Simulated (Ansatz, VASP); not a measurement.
Co: VASP beside Ansatz

Contents of INCAR:

```
SYSTEM = Co
  ALGO = Normal
  EDIFF = 1E-7
  ENCUT = 520
  GGA = PS
  ISIF = 2
  ISMEAR = 0
  ISPIN = 2
  LASPH = .TRUE.
  LCHARG = .FALSE.
  LMAXMIX = 4
  LORBIT = 11
  LREAL = .FALSE.
  LWAVE = .FALSE.
  MAGMOM = 3 3 3
  NBANDS = 24
  NELM = 150
  PREC = Accurate
  SIGMA = 0.1
```

KPOINTS

```
k-points
0
G
  9 9 9
  0 0 0
```

File POSCAR:

```
Co
1.0
    1.3117743877      0.7573532958      6.3397233053
   -1.3117743877      0.7573532958      6.3397233053
    0.0000000000     -1.5147065918      6.3397233053
Co
3
Direct
    0.0000000000      0.0000000000      0.0000000000
    0.2222200000      0.2222200000      0.2222200000
    0.7777800000      0.7777800000      0.7777800000
```

Input for Ansatz:

```yaml
crystal:
  lattice:
    - [1.3117743877, 0.7573532958, 6.3397233053]
    - [-1.3117743877, 0.7573532958, 6.3397233053]
    - [0.0, -1.5147065918, 6.3397233053]
  atoms:
    - { symbol: Co, position: [0.0, 0.0, 0.0], spin: 3.0 }
    - { symbol: Co, position: [0.22222, 0.22222, 0.22222], spin: 3.0 }
    - { symbol: Co, position: [0.77778, 0.77778, 0.77778], spin: 3.0 }
basis:
  ecutwfc: 420
kpoints:
  mp_grid: { grid: [9, 9, 9] }
hamiltonian:
  xc: pbesol
scf:
  occupations: { method: gaussian, width: 0.1 }
  lower_state_search: "off"
output:
  forces: true
  stress: true
  eigenvalues: true
  populations: true
magnetization:
  spin_polarized: true
```

Alike in both runs: task single point; functional PBEsol; k mesh 9 × 9 × 9; occupations gaussian, width 0.1 eV; collinear spin.

|  | VASP | Ansatz |
| --- | --- | --- |
| version | VASP 6.6.1 | Ansatz 0.2.0 |
| potentials or method | VASP PAW PBE potentials, release 64 (Co) | scalar-relativistic, plane waves, PAW |
| plane-wave cutoff (eV) | 520 | 420 |
| valence electrons in the cell | 27 | 51 |

Ansatz gave:

| Property | Result |
| --- | --- |
| gap on the k mesh at the Fermi level (eV) | none |
| rms of the force components (eV/Å) | 0.004 |
| net moment per atom (μB) | 1.78 |
| size of the moment on the site where the two differ most (μB) | 1.86 |

Question: Which values does VASP return?

Answer: gap on the k mesh at the Fermi level (eV): none; rms of the force components (eV/Å): 0.010; net moment per atom (μB): 1.76; size of the moment on the site where the two differ most (μB): 1.80.

Site moments also hang on the region over which each program counts them. Atom by atom the forces differ by 0.006 eV/Å (rms over components). A gap of «none» marks a metal or a gap that the smearing closes. With one functional, cell and mesh, what is left measures potentials, basis and numerics. The two sets of potentials don't hold the same shells in valence.

Caveats: the PAW data sets were made with another functional, which shifts forces and pressure a little (VASP).
